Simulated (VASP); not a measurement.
# C (P6_3/mmc) in VASP: notebook

The runs below take C through relaxation of cell and atoms, with PBE+D3(BJ).

Program: VASP 6.6.1. These are calculated values, not measurements. Logs are shortened: lines on timing, memory, paths and dates and some standing lists are left out, and cuts for length are marked.

## Step 1: The structure

It takes space group P6_3/mmc (No. 194, hexagonal). Conventional cell: a = 2.467 Å, b = 2.467 Å, c = 7.803 Å, α = 90.00°, β = 90.00°, γ = 120.00°. C (site symmetry -6m2) has 3 C at 1.42 Å as nearest neighbours. C (site symmetry -6m2) is surrounded by 3 C at 1.42 Å.

## Step 2: Relaxation of cell and atoms, PBE+D3(BJ)

Contents of INCAR:

```
PREC = Accurate
ENCUT = 520
EDIFF = 1E-7
ISMEAR = 0
SIGMA = 0.02
LREAL = False
LASPH = True
NELM = 80
ALGO = Normal
ISIF = 3
LWAVE = False
LCHARG = False
GGA = PE
IVDW = 12
IBRION = 2
NSW = 80
EDIFFG = -0.15
```

Contents of KPOINTS:

```
Automatic mesh
0
Gamma
  15 15 4
```

Contents of POSCAR:

```
C
1.0
    2.4672912600      0.0000000000      0.0000000000
   -1.2336456300      2.1367369100      0.0000000000
    0.0000000000      0.0000000000      7.8030730000
C
4
Direct
    0.0000000000      0.0000000000      0.2500000000
    0.0000000000      0.0000000000      0.7500000000
    0.3333333300      0.6666666700      0.2500000000
    0.6666666700      0.3333333300      0.7500000000
```

Potentials or basis: VASP PAW PBE potentials, release 64 (C).

The run is started by

```bash
$ cat potpaw_PBE.64/C/POTCAR > POTCAR
$ mpirun -np 1 vasp_std > vasp.out
```

OUTCAR:

```text
PREC = Accurate
   ENCUT = 520
   EDIFF = 1E-7
   ISMEAR = 0
   LREAL = False
   LASPH = True
   NELM = 80
   ISIF = 3
   GGA = PE
   IVDW = 12
   IBRION = 2
   NSW = 80
   EDIFFG = -0.15
 IVDW          = 12

 ion  position               nearest neighbor table
   1  0.000  0.000  0.250-   3 1.42   3 1.42   3 1.42
   2  0.000  0.000  0.750-   4 1.42   4 1.42   4 1.42
   3  0.333  0.667  0.250-   1 1.42   1 1.42   1 1.42
   4  0.667  0.333  0.750-   2 1.42   2 1.42   2 1.42

  LATTYP: Found a hexagonal cell.
 ALAT       =     2.4672912600
 C/A-ratio  =     3.1626071581

  Lattice vectors:

 A1 = (   2.4672912600,   0.0000000000,   0.0000000000)
 A2 = (  -1.2336456300,   2.1367369100,   0.0000000000)
 A3 = (   0.0000000000,   0.0000000000,   7.8030730000)

Analysis of symmetry for initial positions (statically):
=====================================================================
 Subroutine PRICEL returns:
 Original cell was already a primitive cell.

 Routine SETGRP: Setting up the symmetry group for a
 hexagonal supercell.

 Subroutine GETGRP returns: Found 24 space group operations
 (whereof 12 operations were pure point group operations)
 out of a pool of 24 trial point group operations.

The static configuration has the point symmetry D_3d.
 The point group associated with its full space group is D_6h.

Analysis of symmetry for dynamics (positions and initial velocities):
=====================================================================
 Subroutine PRICEL returns:
 Original cell was already a primitive cell.

 Routine SETGRP: Setting up the symmetry group for a
 hexagonal supercell.

 Subroutine GETGRP returns: Found 24 space group operations
 (whereof 12 operations were pure point group operations)
 out of a pool of 24 trial point group operations.

The dynamic configuration has the point symmetry D_3d.
 The point group associated with its full space group is D_6h.

 Subroutine INISYM returns: Found 24 space group operations
 (whereof 12 operations are pure point group operations),
 and found     1 'primitive' translations

----------------------------------------------------------------------------------------

                                     Primitive cell

  volume of cell :      41.1374

  direct lattice vectors                    reciprocal lattice vectors
     2.467291260  0.000000000  0.000000000     0.405302777  0.234001668  0.000000000
    -1.233645630  2.136736910  0.000000000     0.000000000  0.468003335  0.000000000
     0.000000000  0.000000000  7.803073000     0.000000000  0.000000000  0.128154639

  length of vectors
     2.467291260  2.467291260  7.803073000     0.468003335  0.468003335  0.128154639

  position of ions in fractional coordinates (direct lattice)
     0.000000000  0.000000000  0.250000000
     0.000000000  0.000000000  0.750000000
     0.333333330  0.666666670  0.250000000
     0.666666670  0.333333330  0.750000000

  ion indices of the primitive-cell ions
   primitive index   ion index
                 1           1
                 2           2
                 3           3
                 4           4

----------------------------------------------------------------------------------------

 KPOINTS: Automatic mesh

Automatic generation of k-mesh.
 Grid dimensions read from file:
 generate k-points for:   15   15    4

 Generating k-lattice:

  Cartesian coordinates                     Fractional coordinates (reciprocal lattice)
     0.027020185  0.015600111  0.000000000     0.066666667  0.000000000  0.000000000
     0.000000000  0.031200222  0.000000000     0.000000000  0.066666667  0.000000000
     0.000000000  0.000000000  0.032038660     0.000000000  0.000000000  0.250000000

  Length of vectors
     0.031200222  0.031200222  0.032038660

  Shift w.r.t. Gamma in fractional coordinates (k-lattice)
     0.000000000  0.000000000  0.000000000

 Subroutine IBZKPT returns following result:
 ===========================================

 Found     81 irreducible k-points:

 Following reciprocal coordinates:
            Coordinates               Weight
  0.000000  0.000000  0.000000      1.000000
  0.066667  0.000000  0.000000      6.000000
  0.133333  0.000000  0.000000      6.000000
  0.200000  0.000000  0.000000      6.000000
  0.266667  0.000000  0.000000      6.000000
  0.333333  0.000000  0.000000      6.000000
[... 16 lines left out ...]
  0.333333  0.200000  0.000000     12.000000
  0.400000  0.200000  0.000000      6.000000
 [... further k-points ...]
   k-points           NKPTS =     81   k-points in BZ     NKDIM =     81   number of bands    NBANDS=     12
   number of dos      NEDOS =    301   number of ions     NIONS =      4
   total plane-waves  NPLWV =  19440
   dimension x,y,z NGX =    18 NGY =   18 NGZ =   60
   dimension x,y,z NGXF=    36 NGYF=   36 NGZF=  120
   ions per type =               4
   NGX,Y,Z   is equivalent  to a cutoff of  12.13, 12.13, 12.78 a.u.
   NGXF,Y,Z  is equivalent  to a cutoff of  24.26, 24.26, 25.57 a.u.
 SYSTEM =  unknown system
   PREC   = accura    normal or accurate (medium, high low for compatibility)
   ISTART =      0    job   : 0-new  1-cont  2-samecut
   ICHARG =      2    charge: 1-file 2-atom 10-const
   ISPIN  =      1    spin polarized calculation?
   LNONCOLLINEAR =      F non collinear calculations
   LSORBIT =      F    spin-orbit coupling
   LASPH  =      T    aspherical Exc in radial PAW
   ENCUT  =  520.0 eV  38.22 Ry    6.18 a.u.   4.59  4.59 14.51*2*pi/ulx,y,z
   NELM   =     80;   NELMIN=  2; NELMDL= -5     # of ELM steps
   EDIFF  = 0.1E-06   stopping-criterion for ELM
   LREAL  =      F    real-space projection
   EDIFFG = -.1E+00   stopping-criterion for IOM
   NSW    =     80    number of steps for IOM
   IBRION =      2    ionic relax: 0-MD 1-quasi-New 2-CG
   NFREE  =      1    steps in history (QN), initial steepest desc. (CG)
   ISIF   =      3    stress and relaxation
   ISYM   =      2    0-nonsym 1-usesym 2-fastsym
   POTIM  = 0.5000    time-step for ionic-motion
   TEBEG  =    0.0;   TEEND  =   0.0 temperature during run
   PSTRESS=    0.0 pullay stress
   NELECT =      16.0000    total number of electrons
   NUPDOWN=      -1.0000    fix difference up-down
   EMIN   =  10.00;   EMAX   =-10.00  energy-range for DOS
   EFERMI =   0.00;   METHOD = LEGACY
   ISMEAR =     0;   SIGMA  =   0.02  broadening in eV -4-tet -1-fermi 0-gaus
   EFERMI_NEDOS =   21; number of points for ismear=-14 and -15
   IALGO  =     38    algorithm
   IMIX   =      4    mixing-type and parameters
     AMIX     =   0.40;   BMIX     =  1.00
     AMIX_MAG =   1.60;   BMIX_MAG =  1.00
  volume/ion in A,a.u.               =      10.28        69.40
  Fermi-wavevector in a.u.,A,eV,Ry     =   1.195003  2.258229 19.429568  1.428033
  Thomas-Fermi vector in A             =   2.330979
   LORBIT       =      0    0 simple, 1 ext, 2 COOP (PROOUT), +10 PAW based schemes
   GGA     = PE    functional components
   LHFCALC =     F    Hartree Fock is set to
   AEXX    =    0.0000 exact exchange contribution
   IVDW    =    12    specifies the selected vdW correction
   LEPSILON=     F    determine dielectric tensor
   LRPA    =     F    only Hartree local field effects (RPA)
 conjugate gradient relaxation of ions
 non-spin polarized calculation
 Gauss-broadening in eV      SIGMA  =   0.02
  energy-cutoff  :      520.00
  volume of cell :       41.14
 maximum number of plane-waves:      1128
   NGX =  9   NGY =  9   NGZ = 29

 number of electron      15.9999994 magnetization

 Free energy of the ion-electron system (eV)
  ---------------------------------------------------
  ext. energy  EPLUGINS =         0.00000000
  ---------------------------------------------------
  free energy    TOTEN  =       -36.89665032 eV

  energy without entropy =      -36.89640115  energy(sigma->0) =      -36.89652573

 E-fermi :   3.4336     XC(G=0):  -9.2918

 val. band max:        3.4325824265   @ k =   0.3333   0.3333   0.5000
 cond. band min:       3.4338683862   @ k =   0.3333   0.3333   0.2500
 fundamental gap:      0.0012859597
 Fermi energy:         3.4336166327

 k-point     1 :       0.0000    0.0000    0.0000
  band No.  band energies     occupation
      1     -16.1098      2.00000
      2     -16.0260      2.00000
      3      -4.5759      2.00000
      4      -3.7255      2.00000
      5       0.3945      2.00000
      6       0.3945      2.00000
      7       0.3979      2.00000
      8       0.3979      2.00000
      9       6.8237      0.00000
     10      11.0401      0.00000
     11      11.7313      0.00000
     12      11.7345      0.00000

 k-point     2 :       0.0667    0.0000    0.0000
  band No.  band energies     occupation
      1     -16.0045      2.00000
      2     -15.9213      2.00000
      3      -4.4487      2.00000
      4      -3.6026      2.00000
      5      -0.0307      2.00000
      6      -0.0250      2.00000
      7       0.1722      2.00000
      8       0.1770      2.00000
      9       6.9580      0.00000
     10      11.1593      0.00000
     11      11.7747      0.00000
     12      11.7993      0.00000

 k-point     3 :       0.1333    0.0000    0.0000
  band No.  band energies     occupation
      1     -15.6896      2.00000
      2     -15.6082      2.00000
      3      -4.0692      2.00000
      4      -3.2363      2.00000
      5      -1.1599      2.00000
      6      -1.1490      2.00000
      7      -0.3907      2.00000
      8      -0.3835      2.00000
      9       7.3616      0.00000
     10      11.5097      0.00000
     11      11.7736      0.00000
     12      11.8270      0.00000
[... 286 lines left out ...]
 k-point    23 :       0.3333    0.2000    0.0000
  band No.  band energies     occupation
      1     -11.1774      2.00000
      2     -11.1237      2.00000
      3      -8.2188      2.00000
      4      -8.1831      2.00000
      5      -5.2754      2.00000
      6      -5.2521      2.00000
      7       1.0412      2.00000
      8       1.5441      2.00000
      9       5.3432      0.00000
     10       5.6060      0.00000
     11      13.2733      0.00000
     12      14.1546      0.00000

 k-point    24 :       0.4000    0.2000    0.0000
  band No.  band energies     occupation
      1     -10.2408      2.00000
      2     -10.2138      2.00000
      3      -9.2421      2.00000
      4      -9.2240      2.00000
      5      -5.4087      2.00000
      6      -5.3841      2.00000
      7       1.7917      2.00000
      8       2.0582      2.00000
      9       4.6985      0.00000
     10       4.8082      0.00000
     11      14.0760      0.00000
     12      14.3734      0.00000

 [... further k-points ...]

------------------------ aborting loop because EDIFF is reached ----------------------------------------

 Edisp (eV)   -0.52304

 E8    (eV) :    -0.1459

  FORCE on cell =-STRESS in cart. coord.  units (eV):
  Direction    XX          YY          ZZ          XY          YZ          ZX
  --------------------------------------------------------------------------------------
  -------------------------------------------------------------------------------------
  Total      -0.04558    -0.04558    -0.49975     0.00000     0.00000     0.00000
  in kB      -1.77518    -1.77518   -19.46384     0.00000     0.00000     0.00000
  external pressure =       -7.67 kB  Pullay stress =        0.00 kB

 VOLUME and BASIS-vectors are now :
 -----------------------------------------------------------------------------
  energy-cutoff  :      520.00
  volume of cell :       41.14
      direct lattice vectors                 reciprocal lattice vectors
     2.467291260  0.000000000  0.000000000     0.405302777  0.234001668  0.000000000
    -1.233645630  2.136736910  0.000000000     0.000000000  0.468003335  0.000000000
     0.000000000  0.000000000  7.803073000     0.000000000  0.000000000  0.128154639

 POSITION                                       TOTAL-FORCE (eV/Angst)
 -----------------------------------------------------------------------------------
      0.00000      0.00000      1.95077         0.000000     -0.000000     -0.000000
      0.00000      0.00000      5.85230        -0.000000      0.000000      0.000000
     -0.00000      1.42449      1.95077        -0.000000      0.000000     -0.000000
      1.23365      0.71225      5.85230         0.000000     -0.000000      0.000000
 -----------------------------------------------------------------------------------
    total drift:                               -0.000000      0.000000      0.000000

  FREE ENERGIE OF THE ION-ELECTRON SYSTEM (eV)
  ---------------------------------------------------
  free  energy   TOTEN  =       -37.4196928540 eV

  energy  without entropy=      -37.4194436911  energy(sigma->0) =      -37.41956827

 reached required accuracy - stopping structural energy minimisation
```

Wall time 36 s (1 thread of Intel Xeon Platinum 8259CL at 2.50GHz (Skylake/Cascade Lake), shared host); peak memory 0.17 GiB.

Results:

```
Free energy                : -37.4197 eV
Pressure after relaxing    : -0.8 GPa
Band gap on the k mesh     : none (metal or under the smearing width)
Dispersion energy per atom : -0.131 eV
```

Final structure:
```
C
1.0
     2.46729    0.00000    0.00000
    -1.23365    2.13674    0.00000
     0.00000    0.00000    7.80307
C
4
Direct
  0.00000 0.00000 0.25000
  0.00000 0.00000 0.75000
  0.33333 0.66667 0.25000
  0.66667 0.33333 0.75000
```

Levels at points of the mesh, in eV from the Fermi level:
| k point | band 6 | band 7 | band 8 | band 9 | band 10 | band 11 |
| --- | --- | --- | --- | --- | --- | --- |
| (0.00, 0.00, 0.00) | -3.04 | -3.04 | -3.04 | 3.39 | 7.61 | 8.30 |
| (0.00, 0.00, 0.50) | -3.04 | -3.04 | -3.04 | 5.05 | 5.05 | 8.30 |

Caveat: the relaxation stopped at its first step, so nothing moved.

## Step 3: Relaxation of cell and atoms, PBE+D3(BJ)

INCAR is that of step 2.

KPOINTS is that of step 2.

Contents of POSCAR:

```
C                                       
1.0
    2.4672912600      0.0000000000      0.0000000000
   -1.2336456300      2.1367369100      0.0000000000
    0.0000000000      0.0000000000      7.8030730000
  C             
     4
Direct
     0.0000000000000000    0.0000000000000000    0.2500000000000000
     0.0000000000000000    0.0000000000000000    0.7500000000000000
     0.3333333300000021    0.6666666699999979    0.2500000000000000
     0.6666666699999979    0.3333333300000021    0.7500000000000000
```

Potentials or basis: VASP PAW PBE potentials, release 64 (C).

The run is started by

```bash
$ cat potpaw_PBE.64/C/POTCAR > POTCAR
$ mpirun -np 1 vasp_std > vasp.out
```

It took 48 s on 1 thread of Intel Xeon Platinum 8259CL at 2.50GHz (Skylake/Cascade Lake), shared host; peak memory 0.17 GiB.

It converged, with:

```yaml
Free_energy: -37.4197 eV
Pressure_after_relaxing: -0.8 GPa
Band_gap_on_the_k_mesh: none (metal or under the smearing width)
Dispersion_energy_per_atom: -0.131 eV
```

Stress tensor (GPa, compression positive):
```
-0.18  0.00  0.00
 0.00 -0.18  0.00
 0.00  0.00 -1.95
```

Final structure:
```
C
1.0
     2.46729    0.00000    0.00000
    -1.23365    2.13674    0.00000
     0.00000    0.00000    7.80307
C
4
Direct
  0.00000 0.00000 0.25000
  0.00000 0.00000 0.75000
  0.33333 0.66667 0.25000
  0.66667 0.33333 0.75000
```

Levels at points of the mesh, in eV from the Fermi level:
| k point | band 4 | band 5 | band 6 | band 7 | band 8 | band 9 | band 10 | band 11 | band 12 |
| --- | --- | --- | --- | --- | --- | --- | --- | --- | --- |
| (0.00, 0.00, 0.00) | -7.16 | -3.04 | -3.04 | -3.04 | -3.04 | 3.39 | 7.61 | 8.30 | 8.30 |
| (0.00, 0.00, 0.50) | -7.61 | -3.04 | -3.04 | -3.04 | -3.04 | 5.05 | 5.05 | 8.30 | 8.30 |

Caveat: the relaxation stopped at its first step, so nothing moved.
